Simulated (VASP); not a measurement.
Set up this calculation in VASP 6.6.1, as the native input.

```
Task                   : single point
Functional             : PBE
Potentials or basis    : VASP PAW PBE potentials, release 64 (Be, Se)
Cutoff                 : 520 eV
k mesh                 : 8 × 8 × 8
Occupations            : gaussian, width 0.05 eV
Spin                   : no spin polarisation
Dipole correction      : no
Further INCAR settings : ALGO = Normal; EDIFF = 1e-07; NBANDS = 11
```

The structure of BeSe lies in POSCAR:

```
BeSe
1.0
    0.0000000000      2.4716250000      2.5350000000
    2.4716250000      0.0000000000      2.5350000000
    2.4716250000      2.4716250000      0.0000000000
Be Se
1 1
Direct
    0.0000000000      0.0000000000      0.0000000000
    0.7500000000      0.7500000000      0.7500000000
```

The cell isn't the ideal one: strain -0.0250 x Voigt [1, 1, 0, 0, 0, 0], atoms carried along.

The input as run:

INCAR

```
ALGO = Normal
EDIFF = 1E-7
ENCUT = 520
GGA = PE
ISIF = 2
ISMEAR = 0
LASPH = True
LCHARG = True
LELF = True
LREAL = False
LVHAR = True
LWAVE = False
NBANDS = 11
NELM = 60
PREC = Accurate
SIGMA = 0.05
```

KPOINTS

```
k-points
0
Gamma
  8 8 8
```

Potentials or basis: VASP PAW PBE potentials, release 64 (Be, Se).

Run with:

```bash
$ cat potpaw_PBE.64/Be/POTCAR potpaw_PBE.64/Se/POTCAR > POTCAR
$ mpirun -np 1 vasp_std > vasp.out
```

Results of the run:

* Pressure: 10.9 GPa
* Band gap on the k mesh: 2.28 eV, indirect (least direct gap 4.91 eV)

It took 11 s on 1 thread of AMD EPYC 9R45 96-Core Processor (Zen 5), on a shared host, peak memory 0.14 GiB.
